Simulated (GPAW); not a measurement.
**NaCl: band structure with r2SCAN**

Crystal: NaCl.

```
CELL_PARAMETERS angstrom
3.50219 0.00000 0.00000
0.00000 3.50219 0.00000
0.00000 0.00000 3.50219
ATOMIC_POSITIONS crystal
Cl 0.50000 0.50000 0.50000
Na 0.00000 0.00000 0.00000
```

Measurements of this composition are mostly on another form, of space group No. 225.

| Quantity | Value |
| --- | --- |
| Program | GPAW 26.7.0 |
| Task | band structure |
| Functional | r2SCAN |
| Potentials or basis | GPAW PAW data sets (gpaw-data 1.2.1) |
| Cutoff | 800 eV |
| Basis | pw |
| k mesh | 8 × 8 × 8 |
| Occupations | fermi-dirac, width 0.05 eV |
| Spin | no spin polarisation |
| Maxiter | 150 |
| Band path | GXMGRX,MR |
| Band points | 100 |

```
Pressure                : -1.0 GPa
Band gap on the k mesh  : 4.79 eV, indirect (least direct gap 5.29 eV)
Band gap along the path : 4.79 eV, indirect (least direct gap 5.29 eV)
```

Levels at the corners of the path, in eV from the valence-band top:
```csv
point,band 5,band 6,band 7,band 8,band 9,band 10
Γ,-0.50,-0.50,-0.50,4.79,9.19,9.19
X,-2.96,-0.26,-0.26,7.68,9.51,11.13
M,-2.30,-2.30,0.00,6.23,10.65,11.93
Γ,-0.50,-0.50,-0.50,4.79,9.19,9.19
R,-1.89,-1.89,-1.89,7.71,7.71,7.71
X,-2.96,-0.26,-0.26,7.68,9.51,11.13
M,-2.30,-2.30,0.00,6.23,10.65,11.93
R,-1.89,-1.89,-1.89,7.71,7.71,7.71
```

Wall time 3.2 min on 1 thread of Arm Neoverse V1 (shared host), peak memory 0.39 GiB.

Caveat: the PAW data sets were made with another functional, which shifts forces and pressure a little. r2SCAN opens gaps a little over a GGA but as a rule still falls short of measured ones.
